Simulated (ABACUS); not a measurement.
NiO:

```xyz
2
Lattice="0.0000 2.0859 2.0859 2.0859 0.0000 2.0859 2.0859 2.0859 0.0000" Properties=species:S:1:pos:R:3 pbc="T T T"
Ni    0.0000    0.0000    0.0000
O     2.0859    2.0859    2.0859
```

Program: ABACUS 3.10.1. Alike in all runs: task single point; spin collinear, ferromagnetic start; cell as given; smearing fermi-dirac 0.05 eV.

**Question.** Order these runs on this cell by their pressure, lowest first.
A. level PBE; potentials or basis SG15 ONCV 1.2 PBE, DZP LCAO (the cutoffs set its grid); k mesh 5 × 5 × 5; cutoff (eV) 1361; radial cutoff of the potentials (pseudo_rcut) 7 bohr; SCF threshold on the density 1e-07; eigensolver genelpa; mesh quality coarse
B. level r2SCAN; potentials or basis SG15 ONCV 1.2 PBE, plane waves; k mesh 7 × 7 × 7; cutoff (eV) 1537; radial cutoff of the potentials (pseudo_rcut) 10 bohr; SCF threshold on the density 1e-08; eigensolver dav; mesh quality not flagged
C. level OLYP; potentials or basis PseudoDojo NC SR 0.5 PBE standard, plane waves; k mesh 9 × 9 × 9; cutoff (eV) 1333; radial cutoff of the potentials (pseudo_rcut) 10 bohr; SCF threshold on the density 1e-08; eigensolver dav; mesh quality not flagged

**Answer.** B (1.5 GPa), A (4.4 GPa), C (6.7 GPa).

Caveats: some runs use coarse meshes; a cell with one magnetic atom can't hold antiferromagnetic order, which such compounds often take; the potentials were made for another functional, which shifts forces and pressure (some runs); the atomic orbitals were generated for these runs and aren't a published set (some runs); the basis of atomic orbitals isn't converged, which shifts pressures, moduli and gaps (some runs).
